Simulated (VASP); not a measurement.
# CsH under changes of volume

One of the cells (28.538 Å³/atom); the others are scaled copies at fixed shape and fractional positions:

```xyz
2
Lattice="0.0000 3.0559 3.0559 3.0559 0.0000 3.0559 3.0559 3.0559 0.0000" Properties=species:S:1:pos:R:3 pbc="T T T"
Cs    0.0000    0.0000    0.0000
H     3.0559    3.0559    3.0559
```

```yaml
Program: VASP 6.6.1
Functional: LDA
Potentials_or_basis: VASP PAW LDA potentials, release 64 (Cs_sv, H)
Cutoff: 520 eV
k_mesh: 6 × 6 × 6
Occupations: gaussian, width 0.02 eV
Spin: no spin polarisation
```

```csv
volume (Å³/atom),energy over the lowest point (meV/atom),pressure (GPa),gap on the mesh (eV)
27.397,1.94,0.5,1.66
27.967,?,?,?
28.538,0.00,0.0,1.74
29.109,0.37,-0.3,1.77
29.680,1.52,-0.5,1.80
```

Problem. What does the run at 27.967 Å³/atom give?

Solution. Energy over the lowest point 0.50 meV/atom; pressure 0.2 GPa; gap on the mesh 1.70 eV.

Worked out: A Birch-Murnaghan fit of order 2 (a polynomial in V^(-2/3)) to the other rows has its minimum at 28.57 Å³/atom with B0 = V·E''(V) = 12.0 GPa. It gives 0.49 meV/atom at 27.967 Å³/atom, against the run's 0.50, and -dE/dV = 0.3 GPa, against 0.2. A straight line through the other rows of the gap, of slope 1.76 eV per unit of ln V (its deformation potential), gives 1.70 eV, against the run's 1.70.

Energies are extrapolated to zero smearing.

Caveats: spin-orbit coupling is left out, which moves the levels of the heavy elements.

A mesh can miss the band edges.
